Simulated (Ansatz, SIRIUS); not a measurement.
# Si: energy against volume and a worked fit

```
CELL_PARAMETERS angstrom
2.53211 0.00000 0.00000
0.00000 2.53211 0.00000
0.00000 0.00000 2.53211
ATOMIC_POSITIONS crystal
Si 0.50000 0.50000 0.50000
```

This isn't the form of Si at room conditions, which is diamond.

The cell was scaled at fixed shape and fractions and run with SIRIUS, all-electron FP-LAPW, apw+lo standard; PBE, k mesh 10 × 10 × 10 on the cell of 1 atom, fermi-dirac occupations of 0.05 eV, no spin polarisation, no spin-orbit coupling. Energies are those that the program minimises, any entropy of the smearing included. For a metal such a mesh isn't converged to the digits shown.

```csv
V (Å³/atom),energy over the lowest row (meV/atom)
15.2607,22.894
15.5854,10.161
15.9101,2.699
16.2348,0.000
16.5595,1.500
16.8842,?
17.2089,15.514
```

Q: Fit the third-order Birch-Murnaghan form, give V0, B0 and B′, and predict the energy left open.

A: With y = (V0/V)^(2/3), E = E0 + (9 V0 B0/16) [(y - 1)³ B′ + (y - 1)² (6 - 4y)]. Least squares through the rows shown give V0 = 16.2753 Å³/atom, E0 = -0.043 meV, B0 = 103.2 GPa (1 eV/Å³ = 160.218 GPa) and B′ = 4.54, with a largest miss of 0.010 meV. At V = 16.8842 the form with these constants gives 6.813 meV; the run gave 6.790 meV an atom. Other set-ups at this level, from all their volumes (Å³/atom, GPa): Ansatz, Ansatz PAW (earlier soft set): V0 16.275, B0 103.7.
